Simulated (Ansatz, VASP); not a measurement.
# Ti in VASP and in Ansatz

```xyz
2
Lattice="2.8670 0.0000 0.0000 -1.4335 2.4829 0.0000 0.0000 0.0000 4.5199" Properties=species:S:1:pos:R:3 pbc="T T T"
Ti    0.0000    1.6553    1.1300
Ti    1.4335    0.8276    3.3899
```

Alike in both runs: functional LDA; k mesh 9 × 9 × 4; occupations gaussian, width 0.1 eV; no spin polarisation.

Ansatz relaxed the structure, and its values are those at the end. VASP's run is a single point on that final structure, the one shown.

|  | VASP | Ansatz |
| --- | --- | --- |
| version | VASP 6.6.1 | Ansatz 0.2.0 |
| potentials or method | VASP PAW LDA potentials, release 64 (Ti_sv) | scalar-relativistic, plane waves, PAW |
| plane-wave cutoff (eV) | 520 | 420 |
| valence electrons in the cell | 24 | 24 |

```tsv
	VASP	Ansatz	Ansatz less VASP
gap on the k mesh at the Fermi level (eV)	none	none	-
pressure (GPa)	0.0	0.1	+0.09
```

A gap of «none» marks a metal or a gap that the smearing closes. Ansatz warned: «pseudo_functional_mismatch».
